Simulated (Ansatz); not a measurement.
Input of an Ansatz 0.2.0 run:

Contents of input.yaml:

```yaml
crystal:
  lattice:
    - [3.9855, 0.0, 0.0]
    - [0.0, 2.8369, 2.84515]
    - [0.0, -2.8369, 2.84515]
  atoms:
    - { symbol: Ba, position: [0.0, 0.0, 0.0] }
    - { symbol: Ti, position: [0.5, 0.5124, 0.5124] }
    - { symbol: O, position: [0.5, 0.99184, 0.50524] }
    - { symbol: O, position: [0.5, 0.50524, 0.99184] }
    - { symbol: O, position: [0.0, 0.4874, 0.4874] }
hamiltonian:
  xc: pbe
  pseudopotentials: { kind: paw }
kpoints:
  mp_grid: { grid: [7, 7, 7] }
scf:
  occupations: { method: fermi_dirac, width: 0.05 }
basis:
  ecutwfc: "250 eV"
output:
  forces: true
  stress: true
  eigenvalues: true
  write_density: true
  write_potential: true
  elf: true
  volumetric_format: npy
```

Potentials or basis: Ansatz PAW.

Run with:

```sh
$ ansatz run input.yaml --threads 2 --pin off --max-ram 5632MiB --backend cpu --events-out ev --progress --plain --runs-dir out
```

Estimate the pressure.

-2.2 GPa.

What does it give for the largest force?

0.529 eV/Å.

Estimate the band gap on the k mesh.

1.99 eV, indirect (least direct gap 2.01 eV).

Stress tensor (GPa, compression positive):
```
-2.46  0.00  0.00
 0.00 -1.61  0.00
 0.00  0.00 -2.51
```

Caveat: odd divisions of the mesh miss points on the zone boundary, where band edges often lie, so the gap on the mesh can be too wide; the pressure holds a Pulay correction of +71.5 GPa for the finite cutoff; spin-orbit coupling is left out, which moves the levels of the heavy elements; the cutoff lies under the one recommended for these potentials. A k mesh can miss the band edges.
